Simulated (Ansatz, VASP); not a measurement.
# One calculation of BiTe, two programs

INCAR

```
  PREC = Accurate
  ENCUT = 520
  EDIFF = 1E-6
  ISMEAR = 0
  SIGMA = 0.15
  LREAL = F
  LASPH = T
  NELM = 60
  ALGO = Normal
  ISIF = 2
  LWAVE = F
  LCHARG = F
  NBANDS = 18
```

The input KPOINTS:

```
Automatic mesh
0
Gamma
  12 12 12
```

File POSCAR:

```
BiTe
1.0
    2.3500265396      1.3567884553      3.2177731959
   -2.3500265396      1.3567884553      3.2177731959
    0.0000000000     -2.7135769105      3.2177731959
Bi Te
1 1
Direct
    0.5000000000      0.5000000000      0.5000000000
    0.0000000000      0.0000000000      0.0000000000
```

Input for Ansatz:

```yaml
crystal:
  lattice:
    - [2.3500265396, 1.3567884553, 3.2177731959]
    - [-2.3500265396, 1.3567884553, 3.2177731959]
    - [0.0, -2.7135769105, 3.2177731959]
  atoms:
    - { symbol: Bi, position: [0.5, 0.5, 0.5] }
    - { symbol: Te, position: [0.0, 0.0, 0.0] }
basis:
  ecutwfc: 420
kpoints:
  mp_grid: { grid: [12, 12, 12] }
hamiltonian:
  xc: lda
scf:
  occupations: { method: gaussian, width: 0.15 }
output:
  forces: true
  stress: true
  eigenvalues: true
```

Change from the starting cell: strain -0.030 along x and y, -0.030 along z, atoms carried along.

Alike in both runs: task single point; functional LDA; k mesh 12 × 12 × 12; occupations gaussian, width 0.15 eV; no spin polarisation.

|  | VASP | Ansatz |
| --- | --- | --- |
| version | VASP 6.6.1 | Ansatz 0.2.0 |
| potentials or method | VASP PAW LDA potentials, release 64 (Bi_d, Te) | scalar-relativistic, plane waves, PAW |
| plane-wave cutoff (eV) | 520 | 420 |
| valence electrons in the cell | 21 | 31 |

```csv
,VASP,Ansatz,Ansatz less VASP
gap on the k mesh at the Fermi level (eV),none,none,-
pressure (GPa),1.3,1.2,-0.09
largest component of the traceless stress (GPa),0.63,0.59,-0.040
```

A gap of «none» marks a metal or a gap that the smearing closes. The two sets of potentials don't hold the same shells in valence.

Caveats: spin-orbit coupling is left out, which moves the levels of the heavy elements.
